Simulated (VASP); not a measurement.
BP in VASP 6.6.1, single-point calculation

INCAR

```
IBRION = -1
SIGMA = 0.02
LREAL = .FALSE.
ISMEAR = -1
LWAVE = .FALSE.
GGA = AM
MAGMOM = 0.5 0.5
ISPIN = 2
ENCUT = 520
EDIFF = 1E-7
NBANDS = 11
NSW = 0
ISIF = 2
NELM = 120
PREC = Accurate
LCHARG = .FALSE.
LASPH = .TRUE.
```

KPOINTS

```
KPOINTS created by Atomic Simulation Environment
0
Gamma
10 10 10
0 0 0
```

POSCAR

```
B  P
 1.0000000000000000
     0.0000000000000000    2.2683156689213848    2.2683156689213848
     2.2683156689213848    0.0000000000000000    2.2683156689213848
     2.2683156689213848    2.2683156689213848    0.0000000000000000
 B   P
   1   1
Cartesian
  0.0000000000000000  0.0000000000000000  0.0000000000000000
  1.1341578344606922  1.1341578344606922  1.1341578344606922
```

The recommended PBE PAW datasets give the neutral cell 8 valence electrons.

Command

```
mpirun -np 1 vasp_std
```

Problem. Predict the outcome of this run.

Solution. It converged. Results: pressure -1.9 GPa; magnetic moment of the cell 0.00 μB.

OSZICAR

```
N       E                     dE             d eps       ncg     rms          rms(c)
DAV:   1     0.961991699949E+01    0.96199E+01   -0.38338E+03  2076   0.617E+02
DAV:   2    -0.132247107662E+02   -0.22845E+02   -0.21897E+02  2681   0.110E+02
DAV:   3    -0.138847989809E+02   -0.66009E+00   -0.65859E+00  2677   0.163E+01
DAV:   4    -0.138874414443E+02   -0.26425E-02   -0.26422E-02  2346   0.118E+00
DAV:   5    -0.138874540556E+02   -0.12611E-04   -0.12612E-04  2564   0.836E-02    0.762E+00
DAV:   6    -0.134567604690E+02    0.43069E+00   -0.12172E+00  2338   0.468E+00    0.401E+00
DAV:   7    -0.133619672194E+02    0.94793E-01   -0.22297E-01  2574   0.237E+00    0.159E+00
DAV:   8    -0.133700187518E+02   -0.80515E-02   -0.15196E-02  2372   0.829E-01    0.731E-01
DAV:   9    -0.133772557881E+02   -0.72370E-02   -0.43256E-03  2317   0.391E-01    0.219E-01
DAV:  10    -0.133776084396E+02   -0.35265E-03   -0.13327E-04  2401   0.817E-02    0.774E-02
DAV:  11    -0.133777500231E+02   -0.14158E-03   -0.13628E-04  2305   0.715E-02    0.241E-02
DAV:  12    -0.133777701577E+02   -0.20135E-04   -0.30546E-05  2459   0.344E-02    0.217E-02
DAV:  13    -0.133777705640E+02   -0.40629E-06   -0.81930E-07  2356   0.647E-03    0.163E-02
DAV:  14    -0.133777711816E+02   -0.61760E-06   -0.11756E-06  2313   0.664E-03    0.257E-03
DAV:  15    -0.133777714684E+02   -0.28682E-06   -0.14544E-07  2088   0.258E-03    0.176E-03
DAV:  16    -0.133777714821E+02   -0.13650E-07   -0.53127E-09  1151   0.546E-04
   1 F= -.13377771E+02 E0= -.13377771E+02  d E =-.579504E-12  mag=     0.0000
```

Standard output (part)

```
POSCAR found type information on POSCAR B P
 POSCAR found :  2 types and       2 ions
 LDA part: xc-table for (Slater+PW92), standard interpolation
 POSCAR, INCAR and KPOINTS ok, starting setup
 WAVECAR not read
 entering main loop
```

For comparison, a separate PBE run of the intended cell, on usual settings and not on those above, gives a gap of 1.24 eV on its mesh and a pressure of 1.0 GPa.
